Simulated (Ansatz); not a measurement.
InSe: relaxation of cell and atoms with PBEsol

InSe:

```
In Se
1.0
     4.04733    0.00000    0.00000
    -2.02366    3.50509    0.00000
     0.00000    0.00000   18.05206
In Se
4 4
Direct
  0.33333 0.66667 0.07739
  0.33333 0.66667 0.92261
  0.00000 0.00000 0.42261
  0.00000 0.00000 0.57739
  0.33333 0.66667 0.35298
  0.33333 0.66667 0.64702
  0.66667 0.33333 0.14700
  0.66667 0.33333 0.85300
```

Measurements of this composition are mostly on another form, of space group No. 160.

```
Program             : Ansatz 0.2.0
Task                : relaxation of cell and atoms
Functional          : PBEsol
Potentials or basis : Ansatz PAW
Cutoff              : 420 eV (not typed: the program's choice for these potentials)
k mesh              : 8 × 8 × 2
Occupations         : fermi-dirac, width 0.05 eV
Spin                : no spin polarisation
```

The relaxed volume is 29.34 Å³/atom, the relaxed cell is a = 4.009 Å, b = 4.009 Å, c = 16.863 Å, α = 90.00°, β = 90.00°, γ = 120.00° and the space group after relaxing (to 0.05 Å) is P-6m2 (No. 187). The energy gained by relaxing is 6.4 meV/atom. The ionic steps are 8 and the pressure after relaxing is 0.0 GPa. The band gap on the k mesh is 0.37 eV, direct.

Step by step:
```
step  energy change (eV)  largest force (eV/Å)  volume (Å³)
   1              0.0000                0.0609       256.09
   2             -0.0165                0.2263       241.82
   3             -0.0355                0.0083       243.81
   4             -0.0464                0.0284       240.48
   5             -0.0530                0.0028       236.94
   6             -0.0542                0.0052       233.80
   7             -0.0543                0.0011       234.68
   8             -0.0512                0.0009       234.68
```

Final structure:
```yaml
crystal:
  lattice:
    - [4.00872, 0.00000, 0.00000]
    - [-2.00436, 3.47166, 0.00000]
    - [0.00000, 0.00000, 16.86301]
  atoms:
    - { symbol: In, position: [0.33333, 0.66667, 0.08232] }
    - { symbol: In, position: [0.33333, 0.66667, 0.91768] }
    - { symbol: In, position: [0.00000, 0.00000, 0.41767] }
    - { symbol: In, position: [0.00000, 0.00000, 0.58233] }
    - { symbol: Se, position: [0.33333, 0.66667, 0.34193] }
    - { symbol: Se, position: [0.33333, 0.66667, 0.65807] }
    - { symbol: Se, position: [0.66667, 0.33333, 0.15807] }
    - { symbol: Se, position: [0.66667, 0.33333, 0.84193] }
```

Levels at points of the mesh, in eV from the valence-band top:
| k point | band 54 | band 55 | band 56 | band 57 | band 58 | band 59 | band 60 | band 61 | band 62 | band 63 |
| --- | --- | --- | --- | --- | --- | --- | --- | --- | --- | --- |
| (0.00, 0.00, 0.00) | -1.19 | -1.19 | -1.11 | -1.11 | 0.00 | 0.37 | 1.65 | 2.02 | 2.09 | 4.24 |
| (0.00, 0.00, -0.50) | -1.14 | -1.13 | -1.13 | -0.92 | -0.89 | 1.14 | 1.20 | 2.07 | 2.08 | 4.27 |
| (0.00, -0.50, 0.00) | -2.22 | -2.21 | -2.02 | -1.84 | -1.59 | 1.29 | 1.34 | 1.72 | 1.76 | 3.33 |
| (0.00, -0.50, -0.50) | -2.39 | -2.09 | -2.09 | -1.70 | -1.56 | 1.15 | 1.26 | 1.71 | 2.02 | 3.23 |

Run time: 100 s on 4 threads of Arm Neoverse V2 (shared host), peak memory 0.88 GiB.

Caveat: the plane-wave basis is chosen anew once the cell has moved, so the energies of steps on either side of that aren't comparable; spin-orbit coupling is left out, which moves the levels of the heavy elements; this functional lacks dispersion, which binds the layers, so the pressure and a relaxed spacing across them are unreliable; the PAW data sets come from PBE, with cores solved anew for the run's functional, which leaves a small shift of forces and pressure.
